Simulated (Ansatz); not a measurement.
# Ga (C2/c) in Ansatz: relaxation of cell and atoms with PBE0

Aim: the relaxation of cell and atoms of Ga with PBE0.

Everything below comes from runs of Ansatz 0.2.0. Logs are shortened: lines on timing, memory, paths and dates and some standing lists are left out, and cuts for length are marked.

## (1) Starting point

It takes space group C2/c (No. 15, monoclinic). The conventional cell has a = 2.766 Å, b = 8.053 Å, c = 3.332 Å, α = 90.00°, β = 92.02°, γ = 90.00°. Ga (site symmetry 2) has 8 Ga at 2.69 to 2.92 Å as nearest neighbours.

This isn't the form of Ga at room conditions, which is orthorhombic.

## (2) Relaxation of cell and atoms, PBE0

input.yaml reads:

```yaml
crystal:
  lattice:
    - [1.383, -4.0265, 0.0]
    - [1.383, 4.0265, 0.0]
    - [-0.1174474948, 0.0, 3.3299294416]
  atoms:
    - { symbol: Ga, position: [0.131, 0.869, 0.75] }
    - { symbol: Ga, position: [0.869, 0.131, 0.25] }
hamiltonian:
  xc: pbe0
  pseudopotentials: { kind: paw }
kpoints:
  mp_grid: { grid: [5, 5, 4] }
scf:
  occupations: { method: fermi_dirac, width: 0.05 }
output:
  forces: true
  stress: true
  eigenvalues: true
  write_density: true
  write_potential: true
  elf: true
  volumetric_format: npy
relax:
  f_tol: 0.01
  max_steps: 40
  cell: { stress_tol: 0.05 }
```

Potentials or basis: Ansatz PAW.

Started as:

```console
> ansatz run input.yaml --threads 2 --pin off --max-ram 5632MiB --backend cpu --events-out ev --progress --plain --runs-dir out
```

Output:

```text
Warning: RAYON_NUM_THREADS=2 ignored (pool sized by the plan → 2); use --threads N
Engine: ansatz 0.2.0, aarch64-unknown-linux-gnu
Pseudopotentials: kind: paw
Pseudopotential: Ga, paw, valence charge 13, recommended cutoff 420 eV (normal), Ga.paw.azcp
Functional definition: PBE0
  parameter a = 0.25
  parameter kappa = 0.804
  parameter beta = 0.06672455060314922
  exchange = (1 - a)*pbe_x(kappa = kappa, mu = beta*pi^2/3) + a*exact_x
  correlation = pbe_c(beta = beta)
Crystal: 2 atoms, lattice volume = 37.086 Å³
Basis set: ecut = 420 eV, 721 PW (Γ), exchange–correlation on 60×60×48 points (8 copies of the dense FFT grid, shifted against one another)
Bands: 17, of which v1, the nominal top of the filled ones, is band 13 counted from 1 (12 counted from 0)
Symmetry: 4 space group operations
Space group: C2/c (ITA 15), of the structure as read, at distance tolerance 3.3e-5 Å
k-points: 33 of 100
Non-local potential: Ga, projectors of the file, l = 0: 2, l = 1: 2, l = 2: 3, l = 3: 1
PAW form: soft (Blöchl's): semilocal exchange-correlation on the pseudo side does not see the compensation charge
PAW frozen core: Ga, regenerated for the run's functional, and the local potential with it (the file was generated under x = pbe(κ = 0.804, μ = 0.2195149727645171), c = pbe(β = 0.06672455060314922))
PAW one-centre angular grid: Ga, 590 points (default); XC on 64 Gauss nodes
Initial density: superposition of atomic densities (neutral atoms: chi_scale 0, normalization atom), corrected by the library's trained network
Initial wavefunctions: pseudopotential atomic-orbital guess
Functional: x = pbe(κ = 0.804, μ = 0.2195149727645171), c = pbe(β = 0.06672455060314922), warm-up for x = 0.75 pbe(κ = 0.804, μ = 0.2195149727645171) + 0.25 exact, c = pbe(β = 0.06672455060314922)
SCF iter   1: F=—  HF=-7566.086761 eV  |F-HF|=—  |Δ(HF+E_count)|=         —  Δρ=1.38e-3  dr2=7.86e-4  ethr=1.77e-3  ⟨swp⟩=6.0  Hψ=2175  notcnv=0
preconditioner: auto → none  [insulator: Δε(μ)=0.215 eV  Ē_g=17.273 eV  σ=0.050 eV  W_gap=0.78  n_scr=12 (ndim 8)  ℏωp=31.1 eV  f_vac=0.000  D(μ)=0.49/eV (n_scr^D=0)]
SCF iter   2: F=—  HF=-7566.086912 eV  |F-HF|=—  |Δ(HF+E_count)|=   1.51e-4  Δρ=6.16e-4  dr2=1.02e-4  ethr=3.02e-6  ⟨swp⟩=3.9  Hψ=1427  notcnv=0
SCF iter   3: F=—  HF=-7566.086950 eV  |F-HF|=—  |Δ(HF+E_count)|=   3.75e-5  Δρ=2.86e-4  dr2=1.81e-5  ethr=3.91e-7  ⟨swp⟩=2.9  Hψ=1072  notcnv=0
iter 4 solved again at ethr=4.39e-9 eV; its pass at ethr=6.95e-8 eV (dr2=1.14e-6 eV) is discarded
SCF iter   4: F=—  HF=-7566.086966 eV  |F-HF|=—  |Δ(HF+E_count)|=   1.64e-5  Δρ=5.60e-5  dr2=1.33e-6  ethr=4.39e-9  ⟨swp⟩=4.0  Hψ=2569  notcnv=0
eigensolver tolerance schedule calibrated: the retry pair's looser diagonalisation under-reported the residual by θ = 0.14 (0.12/decade); ethr = c·dr2/N_el runs at the constant in force after the calibration composes with the one it found (an armed cap, an earlier calibration), c = 7.3e-2
SCF iter   5: F=—  HF=-7566.086965 eV  |F-HF|=—  |Δ(HF+E_count)|=   7.88e-7  Δρ=1.81e-5  dr2=8.54e-8  ethr=3.72e-9  ⟨swp⟩=4.0  Hψ=1655  notcnv=0
SCF iter   6: F=—  HF=-7566.086965 eV  |F-HF|=—  |Δ(HF+E_count)|=   1.07e-8  Δρ=5.80e-6  dr2=5.42e-9  ethr=2.39e-10  ⟨swp⟩=3.2  Hψ=1256  notcnv=0
SCF iter   7: F=—  HF=-7566.086965 eV  |F-HF|=—  |Δ(HF+E_count)|=   9.35e-9  Δρ=1.53e-6  dr2=4.69e-10  ethr=1.52e-11  ⟨swp⟩=4.0  Hψ=1475  notcnv=0
SCF iter   8: F=—  HF=-7566.086965 eV  |F-HF|=—  |Δ(HF+E_count)|=  3.00e-11  Δρ=3.76e-7  dr2=6.19e-11  ethr=1.31e-12  ⟨swp⟩=3.1  Hψ=1248  notcnv=0
SCF iter   9: F=-7566.086965 eV  HF=-7566.086965 eV  |F-HF|=9.09e-13  |Δ(HF+E_count)|=  1.55e-11  Δρ=4.42e-8  dr2=1.21e-12  ethr=1.00e-12  ⟨swp⟩=2.1  Hψ=1000  notcnv=0
SCF 1 converged in 9 iterations: F = -7566.086965 eV  dr2 = 1.21e-12
Initial density: handed on by an earlier stage of this run
Initial wavefunctions: those handed on with the density
Functional: x = 0.75 pbe(κ = 0.804, μ = 0.2195149727645171) + 0.25 exact, c = pbe(β = 0.06672455060314922)
Frozen-core exchange: fock
iter 1 solved again at ethr=6.07e-5 eV; its pass at ethr=1.00e-1 eV (dr2=2.17e-2 eV) is discarded
SCF iter   1: F=—  HF=-7566.947218 eV  |F-HF|=—  |Δ(HF+E_count)|=         —  Δρ=1.67e-2  dr2=4.06e-2  ethr=6.07e-5  ⟨swp⟩=4.1  Hψ=3234  notcnv=0
eigensolver tolerance schedule calibrated: the retry pair's looser diagonalisation under-reported the residual by θ = 0.44 (0.14/decade); ethr = c·dr2/N_el runs at the constant in force after the calibration composes with the one it found (an armed cap, an earlier calibration), c = 5.3e-2
preconditioner: auto → none  [insulator: Δε(μ)=0.670 eV  Ē_g=21.217 eV  σ=0.050 eV  W_gap=0.83  n_scr=12 (ndim 8)  ℏωp=31.1 eV  f_vac=0.000  D(μ)=0.35/eV (n_scr^D=0)]
SCF iter   2: F=—  HF=-7566.923846 eV  |F-HF|=—  |Δ(HF+E_count)|=   2.34e-2  Δρ=2.62e-3  dr2=2.57e-3  ethr=6.07e-5  ⟨swp⟩=4.0  Hψ=1886  notcnv=0
SCF iter   3: F=—  HF=-7566.923283 eV  |F-HF|=—  |Δ(HF+E_count)|=   5.63e-4  Δρ=2.34e-3  dr2=2.16e-3  ethr=2.14e-6  ⟨swp⟩=4.0  Hψ=1770  notcnv=0
SCF iter   4: F=—  HF=-7566.923438 eV  |F-HF|=—  |Δ(HF+E_count)|=   1.55e-4  Δρ=4.33e-4  dr2=1.58e-3  ethr=1.25e-6  ⟨swp⟩=2.1  Hψ=999  notcnv=0
SCF iter   5: F=—  HF=-7566.935498 eV  |F-HF|=—  |Δ(HF+E_count)|=   1.21e-2  Δρ=1.95e-3  dr2=5.53e-4  ethr=4.67e-8  ⟨swp⟩=5.0  Hψ=2205  notcnv=0
SCF iter   6: F=—  HF=-7566.935296 eV  |F-HF|=—  |Δ(HF+E_count)|=   2.02e-4  Δρ=2.28e-4  dr2=1.12e-4  ethr=4.67e-8  ⟨swp⟩=4.0  Hψ=1852  notcnv=0
SCF iter   7: F=—  HF=-7566.935293 eV  |F-HF|=—  |Δ(HF+E_count)|=   3.32e-6  Δρ=1.52e-5  dr2=1.05e-4  ethr=1.30e-8  ⟨swp⟩=3.0  Hψ=1329  notcnv=0
SCF iter   8: F=—  HF=-7566.935721 eV  |F-HF|=—  |Δ(HF+E_count)|=   4.28e-4  Δρ=2.74e-4  dr2=1.54e-5  ethr=9.40e-11  ⟨swp⟩=5.5  Hψ=2339  notcnv=0
[... 205 lines left out ...]
  Residual-converged pass: ⟨swp⟩=4.3  Hψ=1873  notcnv=0  max |occ|·‖R‖ = 9.7e-9 eV (tolerance 1.0e-8 eV)  dr2=3.81e-12  dr2_onsite=1.19e-13  max |Δocc| = 6.9e-14
hybrid outer 3: dexx = +1.998e-11 eV, tail = 9.46e-12 eV, Δε = 4.54e-6 eV (about 5.52e-7 eV left of the loop's levels), ΔF = 3.14e-4 eV/Å (tail 1.29e-4)
relax step   5: F+E_penalty+E_count = -7566.97753266 eV  Δ(F+E_penalty+E_count) = -4.983e-5 eV  max|allowed force component| = 1.893e-3 eV/Å  Δτ_max = 0.0004 Å  P = -0.005 GPa  Ω = 36.922 Å³  energy of the carried Pulay correction = +1.104e-4 eV  (18 SCF iters, accepted)
Frozen-core exchange: fock
iter 1 solved again at ethr=1.03e-8 eV; its pass at ethr=1.00e-1 eV (dr2=2.67e-6 eV) is discarded
SCF iter   1: F=—  HF=-7566.977306 eV  |F-HF|=—  |Δ(HF+E_count)|=         —  Δρ=5.25e-4  dr2=2.48e-6  ethr=1.03e-8  ⟨swp⟩=10.5  Hψ=3747  notcnv=6
preconditioner: auto → none  [insulator: Δε(μ)=0.266 eV  Ē_g=21.125 eV  σ=0.050 eV  W_gap=0.73  n_scr=12 (ndim 8)  ℏωp=31.2 eV  f_vac=0.000  D(μ)=0.32/eV (n_scr^D=0)]
SCF iter   2: F=—  HF=-7566.977280 eV  |F-HF|=—  |Δ(HF+E_count)|=   2.58e-5  Δρ=2.64e-4  dr2=8.19e-7  ethr=9.28e-9  ⟨swp⟩=3.2  Hψ=1352  notcnv=0
SCF iter   3: F=—  HF=-7566.977272 eV  |F-HF|=—  |Δ(HF+E_count)|=   8.26e-6  Δρ=1.01e-4  dr2=1.65e-7  ethr=2.82e-9  ⟨swp⟩=2.4  Hψ=1010  notcnv=0
iter 4 solved again at ethr=2.31e-11 eV; its pass at ethr=3.29e-10 eV (dr2=6.00e-9 eV) is discarded
SCF iter   4: F=—  HF=-7566.977270 eV  |F-HF|=—  |Δ(HF+E_count)|=   1.47e-6  Δρ=5.37e-6  dr2=8.41e-8  ethr=2.31e-11  ⟨swp⟩=2.2  Hψ=2509  notcnv=0  defer=4
SCF iter   5: F=—  HF=-7566.977270 eV  |F-HF|=—  |Δ(HF+E_count)|=   1.16e-9  Δρ=3.91e-6  dr2=8.09e-8  ethr=2.25e-11  ⟨swp⟩=2.1  Hψ=997  notcnv=0  defer=2
SCF iter   6: F=—  HF=-7566.977283 eV  |F-HF|=—  |Δ(HF+E_count)|=   1.26e-5  Δρ=4.21e-5  dr2=3.00e-7  ethr=8.63e-12  ⟨swp⟩=5.8  Hψ=2280  notcnv=0  defer=30
SCF iter   7: F=-7566.977280 eV  HF=-7566.977282 eV  |F-HF|=1.99e-6  |Δ(HF+E_count)|=   6.14e-7  Δρ=3.49e-6  dr2=3.23e-9  ethr=8.63e-12  ⟨swp⟩=4.5  Hψ=2045  notcnv=0  defer=5
SCF 19 stopped early in 7 iterations: F = -7566.977280 eV  dr2 = 3.23e-9
  Residual-converged pass: ⟨swp⟩=2.0  Hψ=840  notcnv=0  max |occ|·‖R‖ = 1.5e-6 eV (tolerance 1.5e-6 eV)  dr2=3.23e-9  dr2_onsite=8.31e-10  max |Δocc| = 1.0e-14
hybrid outer 1: dexx = +1.375e-5 eV, tail = 4.97e-8 eV
Frozen-core exchange: fock
SCF iter   1: F=—  HF=-7566.977282 eV  |F-HF|=—  |Δ(HF+E_count)|=         —  Δρ=2.82e-6  dr2=1.11e-9  ethr=9.56e-10  ⟨swp⟩=7.5  Hψ=1469  notcnv=0
preconditioner: auto → none  [insulator: Δε(μ)=0.266 eV  Ē_g=20.988 eV  σ=0.050 eV  W_gap=0.73  n_scr=12 (ndim 8)  ℏωp=31.2 eV  f_vac=0.000  D(μ)=0.32/eV (n_scr^D=0)]
SCF iter   2: F=—  HF=-7566.977282 eV  |F-HF|=—  |Δ(HF+E_count)|=   1.15e-9  Δρ=1.76e-6  dr2=5.03e-10  ethr=4.07e-12  ⟨swp⟩=4.0  Hψ=1790  notcnv=0
SCF iter   3: F=—  HF=-7566.977282 eV  |F-HF|=—  |Δ(HF+E_count)|=  6.18e-11  Δρ=8.12e-7  dr2=1.57e-10  ethr=1.72e-12  ⟨swp⟩=2.0  Hψ=991  notcnv=0
SCF iter   4: F=—  HF=-7566.977282 eV  |F-HF|=—  |Δ(HF+E_count)|=  3.73e-11  Δρ=1.25e-7  dr2=6.36e-11  ethr=1.00e-12  ⟨swp⟩=2.0  Hψ=991  notcnv=0
SCF iter   5: F=—  HF=-7566.977282 eV  |F-HF|=—  |Δ(HF+E_count)|=  3.64e-12  Δρ=1.49e-8  dr2=6.02e-11  ethr=1.00e-12  ⟨swp⟩=2.0  Hψ=991  notcnv=0
SCF iter   6: F=-7566.977282 eV  HF=-7566.977282 eV  |F-HF|=1.46e-11  |Δ(HF+E_count)|=  7.08e-10  Δρ=1.81e-7  dr2=1.95e-11  ethr=1.00e-12  ⟨swp⟩=3.5  Hψ=1452  notcnv=0
SCF 20 converged in 6 iterations: F = -7566.977282 eV  dr2 = 1.95e-11
  Residual-converged pass: ⟨swp⟩=3.9  Hψ=1548  notcnv=0  max |occ|·‖R‖ = 1.0e-8 eV (tolerance 1.0e-8 eV)  dr2=1.96e-11  dr2_onsite=4.72e-12  max |Δocc| = 1.6e-14
hybrid outer 2: dexx = +8.828e-10 eV, tail = 6.64e-11 eV, Δε = 6.97e-5 eV (about 3.32e-6 eV left of the loop's levels), ΔF = 2.22e-5 eV/Å (tail 1.40e-5)
relax step   6: F+E_penalty+E_count = -7566.97728150 eV  Δ(F+E_penalty+E_count) = +2.512e-4 eV  max|allowed force component| = 1.918e-3 eV/Å  Δτ_max = 0.0000 Å  P = -0.006 GPa  Ω = 36.922 Å³  stress off target by 1.21e-2 GPa  SCF on the basis re-selected at this cell (its energy is not comparable with the rows above)  (13 SCF iters)
basis re-selected at this cell: Δ(F+E_penalty+E_count) = +2.512e-4 eV, ΔP = -0.001 GPa vs the last step (what re-selecting the basis moved, of the pressure what is left beyond the Pulay correction that the steps carried, after the strain that the cell walked since its last selection, with what the two solves' SCF thresholds leave and, on support functions, any second-order correction that the steps lacked; it is no measure of the basis error at this ecutwfc). This SCF's stress stands 1.21e-2 GPa from its target on what of the cell is left free (relax.cell.stress_tol is 5.00e-2 GPa) and its largest allowed force component is 1.92e-3 eV/Å (relax.f_tol is 1.00e-2 eV/Å): within both
hybrid SCF converged: 2 outer / 13 inner (+0 warm-up), last move |dexx| = 8.83e-10 eV, tail = 6.64e-11 eV
Stability not checked: this state was not tested for a lower state beside it, because the functional holds exact exchange (a hybrid, or Hartree-Fock), whose exchange loop this test does not read (fock_operator; see scf.lower_state_search)
Free energy (F): -7566.977282 eV
Frozen-core exchange: fock
Harris-Foulkes:  -7566.977282 eV  (|F-HF|=1.46e-11)
Internal energy: -7566.974810 eV  (E = F + TS)
E sigma→0 (E₀):  -7566.976046 eV
Entropy (-TS):   -0.002471 eV (-1.236 meV/atom)
Fermi energy:    10.030895 eV
--- Per-component energies (eV) ---
  E_band       = -140.888206
  E_kinetic    = 228.382791
  E_local      = -3595.265912  (includes V_loc(G=0)·N_el)
  E_nonlocal   = 847.865984
  E_hartree    = 1696.833654
  E_xc         = -106.534897
  E_vxc        = -89.544906  (∫ρ·V_xc dr)
  E_exx        = -106.252388  (= α·E_x^exact, valence–valence)
  E_paw        = -3901.906251  (= ΣΔE_a)
  E_vpaw       = -713.488290  (= ΣTr[D̂ρ^β])
  E_aug_tail   = -0.000221  (compensation charges beyond the density's cutoff)
  E_ewald      = -2630.220281
  E_core_change = 0.122711  (= ΣΔE_core)
  E_smearing   = -0.002471  (= −TS)
  E_closure    = -0.000000  (closes the sum)
  Σ components = -7566.977282   (vs F -7566.977282, Δ=9.09e-13)
--- Forces (eV/Å), atoms counted from 1 ---
  atom   1  Ga    -0.00000000     0.00191835    -0.00000000
  atom   2  Ga     0.00000000    -0.00191835     0.00000000
  max |Σ_I F_I| component: 0.00e0 eV/Å
--- Stress (GPa, compression-positive) ---
        0.000435       0.000000       0.007838
        0.000000      -0.012139      -0.000000
        0.007838      -0.000000      -0.005774
  P = ⅓ Tr σ = -0.0058 GPa (-0.058 kbar)
--- Band table (eV; the first three rows and the last of 33) ---
  k-point 0: bands = ["-8.6048", "-8.5964", "-8.5327", "-8.5283", "-8.2934", "-8.2824", "-8.2278", "-8.2204", "-8.2048", "-8.0823", "-3.2721", "7.4986", "8.5222", "11.8102", "15.7580", "20.5656", "21.6478"]
  k-point 1: bands = ["-8.6202", "-8.5400", "-8.5171", "-8.4537", "-8.3461", "-8.3336", "-8.2391", "-8.1884", "-8.1736", "-8.1472", "-2.3177", "5.2219", "8.6341", "10.9598", "17.2471", "17.6651", "21.1778"]
  k-point 2: bands = ["-8.5840", "-8.5840", "-8.4041", "-8.4041", "-8.3441", "-8.3441", "-8.2946", "-8.2946", "-8.1465", "-8.1465", "0.5369", "0.5369", "12.2111", "12.2111", "13.5935", "13.5935", "22.4980"]
  k-point 32: bands = ["-8.5449", "-8.5449", "-8.4518", "-8.4518", "-8.3177", "-8.3177", "-8.2649", "-8.2649", "-8.2055", "-8.2055", "2.1938", "2.1938", "5.2688", "5.2688", "21.4807", "21.4807", "22.5187"]
--- Relaxed structure (5 steps of the walk, 5 accepted, 1 SCFs on fresh bases) ---
  F+E_penalty+E_count = -7566.97728150 eV   max|allowed force component| = 1.918e-3 eV/Å   (the final SCF, on the basis selected at the relaxed cell)
  cell:  # Å, volume = 36.9220 Å³
    - [1.392241521628601, -3.943986838054295, -0.034297397910989416]
    - [1.392241521628601, 3.943986838054295, -0.034297397910989375]
    - [-0.20081214312790535, 1.4884820624883996e-17, 3.3670077295110064]
  atoms:
    - { symbol: Ga, position: [0.13658248709663123, 0.8634175129033688, 0.7499999999999999] }
    - { symbol: Ga, position: [0.8634175129033688, 0.13658248709663115, 0.24999999999999997] }
```

Wall time 100 s (2 threads of Arm Neoverse V2, shared host); peak memory 0.83 GiB.

What came out:

```
Free energy                            : -7566.9773 eV
Relaxed volume                         : 18.46 Å³/atom
Relaxed cell                           : a = 4.183 Å, b = 4.183 Å, c = 3.373 Å, α = 91.60°, β = 91.60°, γ = 141.10°
Space group after relaxing (to 0.05 Å) : C2/c (No. 15)
Energy gained by relaxing              : 20.9 meV/atom
Ionic steps                            : 6
Pressure after relaxing                : 0.0 GPa
Band gap on the k mesh                 : none (metal or under the smearing width)
```

The path:
| step | energy change (eV) | largest force (eV/Å) | volume (Å³) |
| --- | --- | --- | --- |
| 1 | 0.0000 | 0.4034 | 37.09 |
| 2 | -0.0135 | 0.1079 | 36.75 |
| 3 | -0.0409 | 0.0187 | 37.02 |
| 4 | -0.0419 | 0.0033 | 36.92 |
| 5 | -0.0420 | 0.0019 | 36.92 |
| 6 | -0.0417 | 0.0019 | 36.92 |

Final structure:
```
Ga
1.0
     1.39224   -3.94399   -0.03430
     1.39224    3.94399   -0.03430
    -0.20081    0.00000    3.36701
Ga
2
Direct
  0.13658 0.86342 0.75000
  0.86342 0.13658 0.25000
```

Levels at points of the mesh, in eV from the Fermi level:
```
            k point  band 10  band 11  band 12  band 13  band 14  band 15  band 16  band 17
 (0.00, 0.00, 0.00)   -18.11   -13.30    -2.53    -1.51     1.78     5.73    10.53    11.62
(0.00, 0.00, -0.50)   -18.18    -9.49    -9.49     2.18     2.18     3.56     3.56    12.47
```

Caveat: the k mesh is coarse (spacing up to 0.48 Å⁻¹), so the values aren't converged, least of all with exact exchange; the plane-wave basis is chosen anew once the cell has moved, so the energies of steps on either side of that aren't comparable; the PAW data sets come from PBE, with cores solved anew for the run's functional, which leaves a small shift of forces and pressure.
